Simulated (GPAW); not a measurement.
SnSe:

```
Sn Se
1.0
     0.00000    3.01000    3.01000
     3.01000    0.00000    3.01000
     3.01000    3.01000    0.00000
Sn Se
1 1
Direct
  0.00000 0.00000 0.00000
  0.50000 0.50000 0.50000
```

Measurements of this composition are mostly on another form, of space group No. 62.

Base run:

```yaml
Program: GPAW 26.7.0
Functional: PBEsol
Potentials_or_basis: PAW data sets generated in the run's folder for this functional
Cutoff: 600 eV
Basis: pw
k_mesh: 8 × 8 × 8
Occupations: fermi-dirac, width 0.05 eV
Spin: no spin polarisation
```

Its results: band gap on the k mesh 0.66 eV, direct.

The run is repeated on the same cell with these changes: functional from PBEsol to TB-mBJ; potentials or basis from PAW data sets generated in the run's folder for this functional to GPAW PAW data sets for LDA (gpaw-data 1.2.1). What comes out?

Band gap on the k mesh 0.27 eV, direct.

Caveats: spin-orbit coupling is left out, which moves the levels of the heavy elements; a model potential gives levels but no total energy (some runs).

A k mesh can miss the band edges.
